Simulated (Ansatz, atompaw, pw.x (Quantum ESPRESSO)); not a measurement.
**pw.x on bcc H: one setting changed**

Potential: PAW, atompaw 4.2.0.5, PBE; core none, reference 1s1; waves: 1s (bound): rc 1.25 bohr; 1s channel at 0.55 Ry: rc 1.25 bohr; 2p channel at 0.35 Ry: rc 1.25 bohr; 2p channel at 2 Ry: rc 1.25 bohr; local part: bessel scheme, radius 1.00 bohr; core correction: none; augmentation: besselshape compensation charge, radius 1.00 bohr; PAW radius 1.25 bohr; waves and projectors: custom rrkj gramschmidtortho.

The reference run (k-mesh 18³, cutoffs 40/400 Ry, Fermi–Dirac 0.01 Ry, mixing_beta 0.4, conv_thr 1e-9, no spin) gives -2.10 GPa at 3.033 Å³/atom, where all-electron LAPW gives -2.27 GPa. This run, with its own iteration cap, changes mixing_mode to TF.

```
&control
  calculation='scf', prefix='x', pseudo_dir='./', outdir='./tmp', tstress=.true., disk_io='none'
/
&system
  ibrav=0, nat=1, ntyp=1, ecutwfc=40, ecutrho=400, nbnd=7,
  occupations='smearing', smearing='fd', degauss=0.01
/
&electrons
  conv_thr=1e-09, mixing_beta=0.4, electron_maxstep=50, mixing_mode='TF'
/
ATOMIC_SPECIES
H 1.0 H.UPF
CELL_PARAMETERS angstrom
  -0.91187954 0.91187954 0.91187954
  0.91187954 -0.91187954 0.91187954
  0.91187954 0.91187954 -0.91187954
ATOMIC_POSITIONS crystal
H 0.0000 0.0000 0.0000
K_POINTS automatic
18 18 18 0 0 0
```

```bash
pw.x < H.scf.in > H.scf.out
```

Question: How does the run end?

Answer: It converges in 4 iterations; the free energy moves by +0.0 meV/atom and the pressure by +0.00 GPa. The result is that of the reference run.

```
Message from routine setup:
     using ibrav=0 with symmetry is DISCOURAGED, use correct ibrav instead
     lattice parameter (alat)  =       2.9847  a.u.
     unit-cell volume          =      20.4677 (a.u.)^3
     number of electrons       =         1.00
     number of Kohn-Sham states=            7
     kinetic-energy cutoff     =      40.0000  Ry
     charge density cutoff     =     400.0000  Ry
     scf convergence threshold =      1.0E-09
     Exchange-correlation= SLA PW PBX PBC
     number of k points=   195  Fermi-Dirac smearing, width (Ry)=  0.0100
     iteration #  1     ecut=    40.00 Ry     beta= 0.40
     total energy              =      -1.07516865 Ry
     estimated scf accuracy    <       0.00000134 Ry
     iteration #  2     ecut=    40.00 Ry     beta= 0.40
     total energy              =      -1.07516553 Ry
     estimated scf accuracy    <       0.00000064 Ry
     iteration #  3     ecut=    40.00 Ry     beta= 0.40
     total energy              =      -1.07516524 Ry
     estimated scf accuracy    <          4.8E-09 Ry
     iteration #  4     ecut=    40.00 Ry     beta= 0.40
     the Fermi energy is     3.5906 ev
!    total energy              =      -1.07516524 Ry
     estimated scf accuracy    <          2.0E-11 Ry
     smearing contrib. (-TS)   =      -0.00045118 Ry
     The total energy is F=E-TS. E is the sum of the following terms:
     one-electron contribution =       0.62584399 Ry
     hartree contribution      =       0.01810226 Ry
     xc contribution           =      -0.66234184 Ry
     ewald contribution        =      -1.05595055 Ry
     one-center paw contrib.   =      -0.00036793 Ry
     convergence has been achieved in   4 iterations
          total   stress  (Ry/bohr**3)                   (kbar)     P=      -20.95
     Message from routine punch:
     Nothing written, as per user request (disk_io='none')
```

The run took about 1.5 s on one core of a shared host (Intel(R) Xeon(R) 6975P-C, 192 threads, 378 GiB, load 51).
